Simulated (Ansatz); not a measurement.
**Y: response to uniaxial strain along a**

A series on Y: uniaxial strain along a, -3 to +3 %; the lengths of b and c and the atoms relax, the angles are held. Wanted: energy, stress and any gap along the series.

Computed with Ansatz 0.2.0 (DFT r2SCAN, scalar-relativistic, plane waves, PAW, unless a step's input says otherwise).

3 further runs of the same task are left out: 3 set aside as unsound or not needed.

**1. The starting structure**

It takes space group Fm-3m (No. 225, cubic). Conventional cell: a = 5.101 Å, b = 5.101 Å, c = 5.101 Å, α = 90.00°, β = 90.00°, γ = 90.00°. Y (site symmetry m-3m) has 12 Y at 3.61 Å in its first shell of neighbours.

Coordinates:

```xyz
2
Lattice="2.5505 2.5505 0.0000 -2.5505 2.5505 0.0000 0.0000 0.0000 5.1009" Properties=species:S:1:pos:R:3 pbc="T T T"
Y     0.0000    0.0000    0.0000
Y     0.0000    2.5505    2.5505
```

The unstrained cell comes from an earlier run at this level (2 atoms, E(σ→0) -7719.3195 eV, gap none (metal)).

**2. Strain -1.0 %**

input.yaml reads:

```yaml
crystal:
  lattice:
    - [2.5249476081, 2.5249476081, 0.0]
    - [-2.5568282597, 2.5568282597, 0.0]
    - [0.0, 0.0, 5.1136565194]
  atoms:
    - { symbol: "Y", position: [0.0, 0.0, 0.0] }
    - { symbol: "Y", position: [0.5, 0.5, 0.5] }
basis:
  ecutwfc: 500
kpoints:
  mp_grid: { grid: [14, 14, 10] }
hamiltonian:
  xc: r2scan
scf:
  occupations: { method: gaussian, width: 0.1 }
output:
  forces: true
  stress: true
  eigenvalues: true
relax:
  adjacent_minimum: "off"
  f_tol: 0.008
  max_steps: 40
  cell: { stress_tol: 0.015, fix: [a, angles] }
```

The run is started by

```sh
ansatz run input.yaml --threads 1 --pin off --max-ram 2560MiB --backend cpu --events-out ev --progress --plain --runs-dir out
```

The session goes on with these runs: At +1.0 %; strain -2.0 %; strain +2.0 %; strain -3.0 %; At +3.0 %.

Q: Predict the outcome of this session. Wanted: (1/V) d²E/dε² at zero strain, cubic fit; strain of the free axis b per applied strain.

As calculated:

| quantity | value |
| --- | --- |
| largest energy cost | 4.7 meV/atom at -3.0 % |
| (1/V) d²E/dε² at zero strain, cubic fit | 50 GPa |
| strain of the free axis b per applied strain | 0.15 |

The curvature of the energy, 50 GPa, is Young's modulus along a, angles held. The free axis b moves with the applied strain (factor 0.15).
